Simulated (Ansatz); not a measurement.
Take a crystal in which Cl has been replaced by I on all its sites, with the cell rescaled by a rough guess (in some cases also distorted within its space group) and nothing relaxed:

```
Na I
1.0
     3.81918    0.00000    0.00000
     0.00000    3.81918    0.00000
     0.00000    0.00000    3.81918
Na I
1 1
Direct
  0.00000 0.00000 0.00000
  0.50000 0.50000 0.50000
```

Computed with DFT PBEsol, scalar-relativistic, plane waves, PAW in Ansatz 0.2.0.

Plane waves to 420 eV, a k mesh through Γ of 8×8×8 on the computed 2-atom cell and Gaussian smearing (0.02 eV); no spin polarisation.

Will this cell want to expand or contract, and how hard?

The pressure is 3.3 GPa (positive in compression), so the cell would expand.

Is it a metal on this mesh?

No: the gap is 2.32 eV, the least direct gap 2.32 eV.

What is its energy against the elements in their standard states?

-1.091 eV/atom at this unrelaxed geometry, with the elements in the same functional.

Spin-orbit coupling is left out, which matters for the bands of heavy elements.

This CsCl-type form isn't the usual stable structure of the compound.